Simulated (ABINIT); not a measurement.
A run of ABINIT 10.8.3 (patched build):

run.abi

```
# Pseudopotentials
pp_dirpath "./"
pseudos "C.upf"

# Structure
acell 3*1.0 Angstrom
rprim
     2.4489064900     0.0000000000     0.0000000000
    -1.2244532400     2.1208152300     0.0000000000
     0.0000000000     0.0000000000     8.5238423500
ntypat 1
znucl 6
natom 2
typat 1 1
xred
     0.6666666700     0.3333333300     0.0000000000
     0.3333333300     0.6666666700     0.0000000000
chkprim 0
chksymtnons 0
tolsym 1.0e-6

# Plane-wave basis
ecut 41.0

# k points
kptopt 1
ngkpt 9 9 2
nshiftk 1
shiftk 0.0 0.0 0.0

# Exchange and correlation
ixc 7

# Bands and occupations
nband 8
occopt 3
tsmear 0.00183747

# SCF cycle
nstep 100
tolvrs 1.0e-10

# Output
iomode 3
prtwf 0
prtden 0
prteig 0
prtebands 0
enunit 2
```

Potentials or basis: PseudoDojo NC SR LDA v0.4.1 standard.

Run with:

```console
$ abinit run.abi > log 2>&1
```

Hardware: 1 thread of Arm Neoverse V2, with other jobs on the host.

Question: How long does it take, and how much memory?

Answer: Wall time 18 s on 1 thread of Arm Neoverse V2, on a shared host, peak memory 0.08 GiB. Counts: scf iterations 12, mpi ranks 1, k points 24, bands 8, plane waves 3778.
